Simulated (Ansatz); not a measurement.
Here is an unrelaxed guess for Ta2S.

```yaml
crystal:
  lattice:
    - [3.03738, 0.00000, 0.00000]
    - [0.00000, 3.03738, 0.00000]
    - [0.00000, 0.00000, 6.45132]
  atoms:
    - { symbol: Ta, position: [0.50000, 0.50000, 0.25820] }
    - { symbol: Ta, position: [0.50000, 0.50000, 0.74180] }
    - { symbol: S, position: [0.50000, 0.50000, 0.50000] }
```

Method: DFT PBE, scalar-relativistic, plane waves, PAW (Ansatz). Settings: cutoff 420 eV, Γ-centred mesh 6×6×4 on the computed 3-atom cell, Gaussian smearing of 0.10 eV; no spin polarisation.

Formation energies are uncorrected and refer to the elements' standard structures at the same level.

Q: How far from equilibrium is it?

A: The pressure is 156.0 GPa (the mean over three directions, positive in compression), the largest force is 59.56 eV/Å, and the energy is +9.53 eV/atom against the elements. The shortest distance is 1.56 Å, so close that the PAW spheres overlap strongly and these values are rough.

Q: Is it a good guess?

A: A poor one: relaxing gains about 8.8 eV/atom (the start's value is from the coarse mesh, so the gain is rough) in 17 ionic steps and ends at +0.74 eV/atom on the finer mesh. The symmetry stays P4/mmm (No. 123). The volume per atom stays near 19.8 Å³. The shortest distance goes from 1.56 Å (Ta–S) to 2.37 Å (Ta–S). The ratio c/a of the conventional cell changes by a factor of 1.26. Conventional cell: a = 2.805 Å, c = 7.534 Å. Ta has 1 S at 2.37 Å and 5 Ta at 2.80 Å; around S lie 2 Ta at 2.37 Å and 4 S at 2.80 Å.

The last run used a 16×16×6 mesh (in the run's order of axes) for its 3-atom cell and Gaussian smearing of 0.10 eV. Spin–orbit coupling, which can matter for Ta, is left out. The reference form of S is held partly by dispersion forces, which this level lacks. The relaxation can't lower the symmetry of the start, and the grade says only how near the guess is to its own end. Symmetry constrained the relaxation, so the result can be a saddle point.
